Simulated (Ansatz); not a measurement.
The system is CuO.

```
CELL_PARAMETERS angstrom
3.42205 0.00000 0.00000
0.00000 3.42205 0.00000
0.00000 0.00000 4.26046
ATOMIC_POSITIONS crystal
Cu 0.00000 0.50000 0.00000
Cu 0.50000 0.00000 0.50000
O 0.00000 0.00000 0.25000
O 0.00000 0.00000 0.75000
```

Measurements of this composition are mostly on another form, of space group No. 15.

| Property | Result |
| --- | --- |
| Program | Ansatz 0.2.0 |
| Task | relaxation of cell and atoms |
| Functional | r2SCAN |
| Dispersion | D3(BJ) |
| Potentials or basis | Ansatz PAW |
| Cutoff | 500 eV (not typed: the program's choice for these potentials) |
| k mesh | 8 × 8 × 6 |
| Occupations | fermi-dirac, width 0.05 eV |
| Spin | no spin polarisation |

At the start: volume 12.47 Å³/atom.

Q: How do energy, volume and symmetry change on relaxing?

A: It ends after 11 steps and the volume is 10.59 Å³/atom (-15.1 %); space group P4_2/mmc (No. 131, to 0.05 Å).

The path:
| step | energy change (eV) | largest force (eV/Å) | volume (Å³) |
| --- | --- | --- | --- |
| 1 | 0.0000 | 0.0000 | 49.89 |
| 2 | -0.7395 | 0.0000 | 48.48 |
| 3 | -1.3625 | 0.0000 | 44.88 |
| 4 | -1.7060 | 0.0000 | 44.06 |
| 5 | -1.8929 | 0.0000 | 42.21 |
| 6 | -1.9096 | 0.0000 | 42.39 |
| 7 | -1.9098 | 0.0000 | 42.35 |
| 8 | -1.9170 | 0.0000 | 42.35 |
| 9 | -1.9176 | 0.0000 | 42.37 |
| 10 | -1.9176 | 0.0000 | 42.37 |
| 11 | -1.9176 | 0.0000 | 42.37 |

Final structure:
```xyz
4
Lattice="2.8753 0.0000 0.0000 0.0000 2.8753 0.0000 0.0000 0.0000 5.1249" Properties=species:S:1:pos:R:3 pbc="T T T"
Cu    0.0000    1.4377    0.0000
Cu    1.4377    0.0000    2.5624
O     0.0000    0.0000    1.2812
O     0.0000    0.0000    3.8436
```

Caveat: the volume moved by over 15 % at a fixed basis, so the end points are rough; the plane-wave basis is chosen anew once the cell has moved, so the energies of steps on either side of that aren't comparable; the run has no spin polarisation, though such a crystal can be magnetic; pairwise dispersion overbinds metals, which lowers pressure and volume; the PAW data sets come from PBE, with cores solved anew for the run's functional, which leaves a small shift of forces and pressure; the dispersion damping was fitted for another functional or another form of the correction.
